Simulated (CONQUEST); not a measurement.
# RbBr under changes of volume

One of the cells (35.122 Å³/atom); the others are scaled copies at fixed shape and fractional positions:

```
Rb Br
1.0
     4.12608    0.00000    0.00000
     0.00000    4.12608    0.00000
     0.00000    0.00000    4.12608
Rb Br
1 1
Direct
  0.00000 0.00000 0.00000
  0.50000 0.50000 0.50000
```

The cell comes from a database or a generator and needn't be the stable form of this composition.

| Property | Result |
| --- | --- |
| Program | CONQUEST 1.3 |
| Functional | PBE |
| Potentials or basis | PseudoDojo NC PBE, DZP, grid of 40 × 40 × 40 points |
| k mesh | 7 × 7 × 7 |
| Occupations | fermi-dirac, width 0.05 eV |
| Spin | no spin polarisation |

```tsv
volume (Å³/atom)	energy over the lowest point (meV/atom)	pressure (GPa)	gap on the mesh (eV)
33.015	?	?	?
33.717	10.62	1.4	4.33
34.420	5.53	1.0	4.25
35.122	2.21	0.6	4.18
35.825	0.47	0.3	4.11
36.527	0.00	-0.1	4.04
37.230	0.94	-0.4	3.98
```

Question: What does the run at 33.015 Å³/atom give?

Answer: Energy over the lowest point 17.63 meV/atom; pressure 1.8 GPa; gap on the mesh 4.41 eV.

Worked out: A Birch-Murnaghan fit of order 3 (a polynomial in V^(-2/3)) to the other rows has its minimum at 36.38 Å³/atom with B0 = V·E''(V) = 15.2 GPa and B' = 4.3. It gives 17.58 meV/atom at 33.015 Å³/atom, against the run's 17.63, and -dE/dV = 1.8 GPa, against 1.8. A straight line through the other rows of the gap, of slope -3.53 eV per unit of ln V, extrapolates to 4.40 eV, against the run's 4.41.

Energies are extrapolated to zero smearing.

Caveats: an odd mesh through Γ misses points on the zone boundary, where band edges often lie; the basis of atomic orbitals isn't converged, which shifts pressures, moduli and gaps. Spin-orbit coupling on Br, Rb is left out.
